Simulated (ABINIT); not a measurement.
# BN (F-43m) in ABINIT: notebook, part 2 of 2

ABINIT 10.8.3 (patched build). The steps go on from the part before.

## 3. Equation of state, RPBE

Input file run.abi:

```
# Datasets: one volume each
ndtset 7
getwfk -1
scalecart1 3*0.9795861087
scalecart2 3*0.9864848297
scalecart3 3*0.9932883884
scalecart4 3*1.0000000000
scalecart5 3*1.0066227096
scalecart6 3*1.0131594038
scalecart7 3*1.0196128224

# Pseudopotentials
pp_dirpath "./"
pseudos "N.GGA_PBE-JTH.xml, B.GGA_PBE-JTH.xml"

# Structure
acell 3*1.0 Angstrom
rprim
     0.0000000000     1.8130010000     1.8130010000
     1.8130010000     0.0000000000     1.8130010000
     1.8130010000     1.8130010000     0.0000000000
ntypat 2
znucl 7 5
natom 2
typat 1 2
xred
     0.2500000000     0.2500000000     0.2500000000
     0.0000000000     0.0000000000     0.0000000000

# Plane-wave basis
ecut 25.0
pawecutdg 47.0

# k points
kptopt 1
ngkpt 13 13 13
nshiftk 1
shiftk 0.0 0.0 0.0

# Exchange and correlation
ixc 15

# Bands and occupations
nband 8
occopt 3
tsmear 0.00183747

# SCF cycle
nstep 100
tolvrs 1.0e-9

# Output
iomode 3
prtwf 1
prtden 0
prteig 0
prtebands 0
enunit 2
```

Potentials or basis: JTH PAW PBE v2.0.

On the command line:

```sh
$ abinit run.abi > log 2>&1
```

run.abo:

```text
.Version 10.8.3 of ABINIT
 DATASET    1 : space group F-4 3 m (#216); Bravais cF (face-center cubic)
================================================================================
 Values of the parameters that define the memory need for DATASET  1.
     intxc =       0    ionmov =       0      iscf =      17    lmnmax =       8
     lnmax =       4     mgfft =      24  mpssoang =       2    mqgrid =    3001
     natom =       2  nloc_mem =       2    nspden =       1   nspinor =       1
    nsppol =       1      nsym =      24    n1xccc =       1    ntypat =       2
    occopt =       3   xclevel =       2
       mpw =         465          nfft =       13824          nkpt =          84
 PAW method is used; the additional fine FFT grid is defined by:
   mgfftf=        30    nfftf =     27000
================================================================================
================================================================================
[... 71 lines left out ...]
 DATASET    7 : space group F-4 3 m (#216); Bravais cF (face-center cubic)
[... 1493 lines left out ...]
                      -0.0000000000E+00 -0.0000000000E+00 -0.0000000000E+00
            fcart5    -2.4398634562E-30 -2.4398634562E-30  7.3195903686E-30
                       2.4398634562E-30  2.4398634562E-30 -7.3195903686E-30
[... 38 lines left out ...]
                       0.0000000000E+00  0.0000000000E+00  0.0000000000E+00
           xangst1     8.8799529733E-01  8.8799529733E-01  8.8799529733E-01
                       0.0000000000E+00  0.0000000000E+00  0.0000000000E+00
           xangst2     8.9424899137E-01  8.9424899137E-01  8.9424899137E-01
                       0.0000000000E+00  0.0000000000E+00  0.0000000000E+00
           xangst3     9.0041642073E-01  9.0041642073E-01  9.0041642073E-01
                       0.0000000000E+00  0.0000000000E+00  0.0000000000E+00
           xangst4     9.0650050000E-01  9.0650050000E-01  9.0650050000E-01
                       0.0000000000E+00  0.0000000000E+00  0.0000000000E+00
           xangst5     9.1250398956E-01  9.1250398956E-01  9.1250398956E-01
                       0.0000000000E+00  0.0000000000E+00  0.0000000000E+00
           xangst6     9.1842950612E-01  9.1842950612E-01  9.1842950612E-01
                       0.0000000000E+00  0.0000000000E+00  0.0000000000E+00
           xangst7     9.2427953331E-01  9.2427953331E-01  9.2427953331E-01
                       0.0000000000E+00  0.0000000000E+00  0.0000000000E+00
             xred      2.5000000000E-01  2.5000000000E-01  2.5000000000E-01
                       0.0000000000E+00  0.0000000000E+00  0.0000000000E+00
 Calculation completed.
```

It took 36 s on 1 thread of AMD EPYC 9R45 (Zen 5), shared host; peak memory 0.12 GiB.

What came out:

```yaml
Equilibrium_volume: 6.05 Å³/atom
Bulk_modulus: 358 GPa
Pressure_derivative_of_the_bulk_modulus: 3.9
```

Energy against volume, from the lowest point:
| volume (Å³/atom) | energy (meV/atom) |
| --- | --- |
| 5.602 | 41.06 |
| 5.721 | 21.16 |
| 5.840 | 8.09 |
| 5.959 | 1.22 |
| 6.078 | 0.00 |
| 6.198 | 3.88 |
| 6.317 | 12.42 |

Caveat: the cutoff is too short for stress, so the log's stress isn't used; pressures at fixed basis lie under the slope of the energies; the PAW data sets were made with another functional, which shifts forces and pressure a little; the atomic spheres overlap.

## 4. Equation of state, RPBE+D4

Input file run.py:

```python
import json, os
import numpy as np
from ase.eos import EquationOfState
from ase.units import GPa
from ase.calculators.mixing import SumCalculator
from dftd4.ase import DFTD4
from ase.calculators.abinit import Abinit, AbinitProfile
from ase import Atoms

atoms = Atoms(['N', 'B'],
              cell=[[0.0, 1.813001, 1.813001], [1.813001, 0.0, 1.813001], [1.813001, 1.813001, 0.0]],
              scaled_positions=[[0.25, 0.25, 0.25], [0.0, 0.0, 0.0]],
              pbc=True)

profile = AbinitProfile(command='abinit', pp_paths=[os.path.abspath('pseudos')])
params = dict(
    pps='pawxml', xc='PBE',
    ecut=680.2847,
    pawecutdg=1278.9352,
    kptopt=1,
    ngkpt=[13, 13, 13],
    nshiftk=1,
    shiftk=[0.0, 0.0, 0.0],
    ixc=15,
    nband=8,
    occopt=3,
    tsmear=0.05,
    nstep=100,
    tolvrs=1e-09,
    prtwf=0,
    prtden=0,
)

cell0 = atoms.cell.copy()
volumes, energies = [], []
for i, x in enumerate([0.94, 0.96, 0.98, 1.0, 1.02, 1.04, 1.06]):
    atoms.set_cell(cell0 * x ** (1 / 3), scale_atoms=True)
    atoms.calc = SumCalculator([Abinit(profile=profile, directory=f'v{i}', **params), DFTD4(method='rpbe')])
    volumes.append(atoms.get_volume() / len(atoms))
    dft, disp = atoms.calc.mixer.calcs
    energies.append((dft.get_property('free_energy', atoms) + disp.get_property('energy', atoms)) / len(atoms))
    print(f'{x:5.2f} {volumes[-1]:10.5f} A^3/atom {energies[-1]:14.6f} eV/atom', flush=True)
    json.dump(dict(volumes=volumes, energies=energies), open('results.json', 'w'))
v0, e0, b0 = EquationOfState(volumes, energies, eos='sjeos').fit()
print(f'V0 {v0:.4f} A^3/atom  E0 {e0:.6f} eV/atom  B0 {b0 / GPa:.2f} GPa')
```

On the command line:

```sh
$ python run.py
```

Run time: 78 s. Hardware: 1 thread of AMD EPYC 9R45 (Zen 5), shared host; peak memory 0.12 GiB.

It converged, with:

| Property | Result |
| --- | --- |
| Equilibrium volume | 5.81 Å³/atom |
| Bulk modulus | 400 GPa |
| Pressure derivative of the bulk modulus | 4.2 |

Energy against volume, from the lowest point:
| volume (Å³/atom) | energy (meV/atom) |
| --- | --- |
| 5.602 | 9.61 |
| 5.721 | 1.49 |
| 5.840 | 0.00 |
| 5.959 | 4.45 |
| 6.078 | 14.20 |
| 6.198 | 28.80 |
| 6.317 | 47.67 |

Caveat: the cutoff is too short for stress, so the log's stress isn't used; pressures at fixed basis lie under the slope of the energies; the log and the count of SCF iterations are those of the last ABINIT call alone; the PAW data sets were made with another functional, which shifts forces and pressure a little.

## 5. The runs side by side

| level | potentials or basis | dispersion computed by | V0 of scaled cells (Å³/atom) | B0 (GPa) |
| --- | --- | --- | --- | --- |
| LDA | JTH PAW LDA v2.0 | - | 5.74 | 404 |
| RPBE | JTH PAW PBE v2.0 | - | 6.05 | 358 |
| RPBE+D4 | JTH PAW PBE v2.0 | dftd4 4.3.1 | 5.81 | 400 |

Alike in all rows: task equation of state; no spin polarisation; cell as given; k mesh 13 × 13 × 13; cutoff (eV) 680; smearing fermi-dirac 0.05 eV.

Caveats: pressures at fixed basis lie under the slope of the energies; the atomic spheres overlap (some runs); the PAW data sets were made with another functional, which shifts forces and pressure a little (some runs).

Total energies depend on the potentials used, so only differences within one code and one set of settings carry meaning.

## 6. Comparison with measurements

Step 2. Measured bulk modulus of BN: 395 GPa (300 K; quoted in “Effect of nanostructuration on compressibility of cubic BN”, 2012, arxiv:1208.3664). This calculation gives 404 GPa (+2.2 %). The fit is for a static lattice scaled at fixed shape and fixed fractional positions.

Step 3. Against the measured bulk modulus of BN, 395 GPa (300 K; quoted in “Effect of nanostructuration on compressibility of cubic BN”, 2012, arxiv:1208.3664), the calculated 358 GPa is off by -9.4 %. The fit is for a static lattice scaled at fixed shape and fixed fractional positions.

Step 4. Measured bulk modulus of BN: 395 GPa (300 K; quoted in “Effect of nanostructuration on compressibility of cubic BN”, 2012, arxiv:1208.3664). This calculation gives 400 GPa (+1.2 %). The fit is for a static lattice scaled at fixed shape and fixed fractional positions.
